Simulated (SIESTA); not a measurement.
Crystal: C.

```xyz
2
Lattice="0.0000 1.7834 1.7834 1.7834 0.0000 1.7834 1.7834 1.7834 0.0000" Properties=species:S:1:pos:R:3 pbc="T T T"
C     2.6751    2.6751    2.6751
C     1.7834    1.7834    1.7834
```

This isn't the form of C at room conditions, which is graphite.

Program: SIESTA 5.4.2. Alike in all runs: no spin polarisation; cell as given; k mesh 13 × 13 × 13; smearing fermi-dirac 0.05 eV; grid cutoff 500 Ry; energy shift 0.002 Ry.

Question: Order these runs on this cell by their band gap on the k mesh, lowest first.
A. level PBE; potentials or basis PseudoDojo 0.4 standard (PBE files), DZ (energy shift 0.002 Ry)
B. level WC; potentials or basis PseudoDojo 0.4 standard (PBEsol files), SZP (energy shift 0.002 Ry)
C. level PBE; potentials or basis PseudoDojo 0.4 standard (PBE files), DZP (energy shift 0.002 Ry)

Answer: C (4.29 eV), B (4.46 eV), A (5.73 eV).

Caveats: the basis of atomic orbitals isn't converged, which shifts pressures, moduli and gaps; an odd mesh through Γ misses points on the zone boundary, where band edges often lie (some runs); the basis has no polarisation orbitals (some runs).
